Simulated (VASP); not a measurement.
Input of a VASP 6.6.1 run:

The input POSCAR:

```
LiH
1.0
    0.0000000000      2.1451220099      2.1451220099
    2.1225982288      0.0000000000      2.1451220099
    2.1225982288      2.1451220099      0.0000000000
Li H
1 1
Direct
    0.0000000000      0.0000000000      0.0000000000
    0.2500000000      0.2500000000      0.2500000000
```

The input INCAR.step1:

```
  PREC = Accurate
  ENCUT = 520
  EDIFF = 1E-5
  ISMEAR = 0
  SIGMA = 0.01
  LREAL = False
  LASPH = True
  NELM = 100
  ALGO = Normal
  ISIF = 2
  LWAVE = True
  LCHARG = False
  GGA = PE
  NBANDS = 9
```

The input INCAR.step2:

```
  PREC = Accurate
  ENCUT = 520
  EDIFF = 1E-7
  ISMEAR = 0
  SIGMA = 0.01
  LREAL = False
  LASPH = True
  NELM = 100
  ALGO = Normal
  ISIF = 2
  LWAVE = False
  LCHARG = False
  GGA = PE
  LHFCALC = True
  HFSCREEN = 0.2079
  PRECFOCK = Normal
  ISTART = 1
  NBANDS = 9
```

KPOINTS

```
Automatic mesh
0
Gamma
  8 8 8
```

Potentials or basis: VASP PAW PBE potentials, release 64 (Li_sv, H).

Run with:

```console
$ cat potpaw_PBE.64/Li_sv/POTCAR potpaw_PBE.64/H/POTCAR > POTCAR
$ cp INCAR.step1 INCAR
$ mpirun -np 1 vasp_std > vasp.out
$ cp INCAR.step2 INCAR
$ mpirun -np 1 vasp_std > vasp.out
```

**Question.** What does it give for the band gap on the k mesh?

**Answer.** 5.25 eV, indirect (least direct gap 6.45 eV).

 A k mesh can miss the band edges.
